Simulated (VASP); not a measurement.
Here is a VASP 6.6.1 calculation.

Contents of INCAR:

```
PREC = Accurate
ENCUT = 350
EDIFF = 1E-7
ISMEAR = 0
SIGMA = 0.1
LREAL = F
LASPH = T
NELM = 80
ALGO = Normal
ISIF = 3
LWAVE = F
LCHARG = F
GGA = CA
IBRION = 2
NSW = 80
EDIFFG = -0.002
```

KPOINTS

```
Automatic mesh
0
Gamma
  10 10 10
```

Contents of POSCAR:

```
Ta                                      
1.0
   -1.6335465702      1.6335465702      1.6335465702
    1.6335465702     -1.6335465702      1.6335465702
    1.6335465702      1.6335465702     -1.6335465702
  Ta            
     1
Direct
     0.0000000000000000    0.0000000000000000    0.0000000000000000
```

Potentials or basis: VASP PAW LDA potentials, release 64 (Ta_pv).

Command:

```bash
$ cat potpaw_LDA.64/Ta_pv/POTCAR > POTCAR
$ mpirun -np 1 vasp_std > vasp.out
```

(1) What does it give for the band gap on the k mesh?

(2) Predict the relaxed cell.

(3) Estimate the relaxed volume.

(4) Predict the space group after relaxing (to 0.05 Å).

Answers

(1) none (metal or under the smearing width).

(2) a = 2.829 Å, b = 2.829 Å, c = 2.829 Å, α = 109.47°, β = 109.47°, γ = 109.47°.

(3) 17.43 Å³/atom.

(4) Im-3m (No. 229).
